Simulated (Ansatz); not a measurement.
The system is In.

```
In
1.0
    -1.62547    1.62547    2.47370
     1.62547   -1.62547    2.47370
     1.62547    1.62547   -2.47370
In
1
Direct
  0.00000 0.00000 0.00000
```

```yaml
Program: Ansatz 0.2.0
Task: relaxation of cell and atoms
Functional: HF
Potentials_or_basis: Ansatz PAW
Cutoff: "420 eV (not typed: the program's choice for these potentials)"
k_mesh: 6 × 6 × 6
Occupations: fermi-dirac, width 0.05 eV
Spin: no spin polarisation
```

At the start: volume 26.14 Å³/atom.

Question: How do energy, volume and symmetry change on relaxing?

Answer: It ends after 6 steps and the volume is 30.09 Å³/atom (+15.1 %); space group I4/mmm (No. 139, to 0.05 Å).

The path:
| step | energy change (eV) | largest force (eV/Å) | volume (Å³) |
| --- | --- | --- | --- |
| 1 | 0.0000 | 0.0000 | 26.14 |
| 2 | -0.0644 | 0.0000 | 28.65 |
| 3 | -0.0711 | 0.0000 | 29.75 |
| 4 | -0.0715 | 0.0000 | 30.08 |
| 5 | -0.0715 | 0.0000 | 30.09 |
| 6 | -0.0721 | 0.0000 | 30.09 |

Final structure:
```
In
1.0
    -1.68691    1.68691    2.64306
     1.68691   -1.68691    2.64306
     1.68691    1.68691   -2.64306
In
1
Direct
  0.00000 0.00000 0.00000
```

Caveat: the k mesh is coarse (spacing up to 0.46 Å⁻¹), so the values aren't converged, least of all with exact exchange; the volume moved by over 15 % at a fixed basis, so the end points are rough; the plane-wave basis is chosen anew once the cell has moved, so the energies of steps on either side of that aren't comparable; the volume moved by +15 % from the deposited cell, more than functionals usually miss; the PAW data sets come from PBE, with cores solved anew for the run's functional, which leaves a small shift of forces and pressure.
